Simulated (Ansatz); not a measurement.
This is a one-shot G0W0 calculation with the PAW code Ansatz on CdS in the zincblende structure; the level of theory is G0W0@PBE with 191 empty bands, a screening cutoff of 140 eV and a 4×4×4 mesh. Cell and atoms come from a relaxation with r2SCAN.

```yaml
crystal:
  lattice:
    - [0.0, 2.939214842, 2.939214842]
    - [2.939214842, 0.0, 2.939214842]
    - [2.939214842, 2.939214842, 0.0]
  atoms:
    - { symbol: Cd, position: [0.0, 0.0, 0.0] }
    - { symbol: S, position: [0.25, 0.25, 0.25] }
kpoints:
  mp_grid: { grid: [4, 4, 4] }
hamiltonian:
  xc: pbe
scf:
  occupations: { method: fixed }
gw:
  n_empty_bands: 191
  ecut_chi: 140
  qp_bands: [v2, c2]
  qp_kpoints: band_edges
  screening: { model: contour_deformation }
```

Some lines of the output have been replaced by numbered gaps.
```
Functional definition: PBE
Crystal: 2 atoms, lattice volume = 50.784 Å³
Basis set: ecut = 420 eV, 965 PW (Γ)
Bands: 17, of which v1, the nominal top of the filled ones, is band 13 counted from 1 (12 counted from 0)
Symmetry: 24 space group operations
Space group: F-43m (ITA 216)
[1]
SCF 1 converged in 6 iterations: F = -9157.791189 eV  dr2 = 1.50e-8
Free energy (F): -9157.791189 eV
Fermi energy:    6.607818 eV
--- G₀W₀: contour deformation, 7 samples at zero and on the imaginary axis and 3 off it, 64 q-points, 191 empty bands' worth ---
    ik  band        ε_KS         Σx   Σc(E_QP)       V_xc       Z   E_QP_lin       E_QP  E_QP is
     0    12      6.6078   -20.8451     2.3201   -17.9212  0.7210  [2]
     0    13      6.6078   -20.8451     2.3201   -17.9212  0.7210  [3]
     0    14      7.6917    -8.4076    -3.8619   -12.3333  0.7589     7.7556     7.7554  root
     0    15     13.1227    -6.3652    -4.5833   -11.2218  0.7435    13.3999    13.3960  root
     1    12      6.2284   -20.2510     2.4013   -17.2145  0.7189     5.5633     5.5932  root
     1    13      6.2284   -20.2510     2.4013   -17.2145  0.7189     5.5633     5.5932  root
     1    14      9.3271    -8.6138    -4.0518   -12.8259  0.7504  [4]
     1    15     12.8464    -6.8901    -4.5447   -11.6178  0.7357  [5]
     2    12      5.8885   -19.7245     2.4888   -16.5737  0.7161     5.1927     5.2266  root
     2    13      5.8885   -19.7245     2.4888   -16.5737  0.7161     5.1927     5.2266  root
     2    14      9.5731    -8.0062    -4.1742   -12.3801  0.7557     9.7748     9.7728  root
     2    15     13.5857    -6.4980    -4.5813   -11.3256  0.7363    13.8354    13.8320  root
     3    12      5.6307   -19.3826     2.5352   -16.1702  0.7146     4.9168     4.9536  root
     3    13      5.6307   -19.3826     2.5352   -16.1702  0.7146     4.9168     4.9536  root
     3    14     10.1386    -8.8587    -4.0809   -13.0969  0.7430    10.2970    10.2958  root
     3    15     11.4204    -6.7303    -4.2886   -11.2270  0.7545    11.6309    11.6286  root
     6    12      4.8077   -18.1526     2.7571   -14.6711  0.7049  [6]
     6    13      4.8077   -18.1526     2.7571   -14.6711  0.7049  [7]
     6    14     10.1889    -6.2844    -3.7605   -10.0189  0.7652    10.1629    10.1629  root
     6    15     10.9197    -8.7023    -4.2999   -13.3018  0.7479    11.2241    11.2192  root
     7    12      4.4425   -16.9823     2.7161   -13.5313  0.7022     3.6576     3.7076  root
     7    13      4.4999   -18.8394     2.9430   -15.1473  0.7032     3.6982     3.7508  root
     7    14     11.9233    -9.7550    -4.9047   -15.1199  0.7225  [8]
     7    15     12.0312    -7.1785    -4.0543   -11.3091  0.7465  [9]
```

The points are ik 0 = (0, 0, 0) (Γ), ik 1 = (0, 0, 1/4), ik 2 = (0, 0, -1/2), ik 3 = (0, 1/4, 1/4), ik 6 = (0, -1/2, -1/2), ik 7 = (1/4, -1/2, -1/4); band 13 is the last filled one.

Q: What stood in the gaps? They hold quasiparticle rows, the count of irreducible k points.

A:
```
[1]
k-points: 8 of 64 (time reversal used)
[2]
     0    12      6.6078   -20.8451     2.3201   -17.9212  0.7210     5.9784     6.0041  root
[3]
     0    13      6.6078   -20.8451     2.3201   -17.9212  0.7210     5.9784     6.0041  root
[4]
     1    14      9.3271    -8.6138    -4.0518   -12.8259  0.7504     9.4886     9.4874  root
[5]
     1    15     12.8464    -6.8901    -4.5447   -11.6178  0.7357    13.0311    13.0293  root
[6]
     6    12      4.8077   -18.1526     2.7571   -14.6711  0.7049     4.0369     4.0833  root
[7]
     6    13      4.8077   -18.1526     2.7571   -14.6711  0.7049     4.0369     4.0833  root
[8]
     7    14     11.9233    -9.7550    -4.9047   -15.1199  0.7225    12.3977    12.3836  root
[9]
     7    15     12.0312    -7.1785    -4.0543   -11.3091  0.7465    12.1077    12.1074  root
```
The trailing digits, and the zero of the energies, depend on the potentials and thresholds.

Over the mesh points the PBE gap of 1.08 eV becomes a quasiparticle gap of 1.75 eV (direct at Γ), a change of +0.67 eV. Renormalisation factors Z lie between 0.70 and 0.77. The G0W0 figures hold for the stated bands, cutoff and mesh and aren't extrapolated.

Run as `ansatz run input.yaml --threads 2 --pin off --max-ram 3686MiB --backend cpu --events-out ev --progress --plain --runs-dir out`. Wall time 18 s on 2 threads of Intel(R) Xeon(R) Platinum 8488C (Sapphire Rapids), with other jobs on the host, load about 0.5 per core; peak host memory 0.63 GiB.

Calculated for a static, non-magnetic cell.

The runs are scalar-relativistic, without spin-orbit coupling.

With a shallow d shell on the cation, G0W0 converges slowly in bands and cutoff, so these values are in doubt.
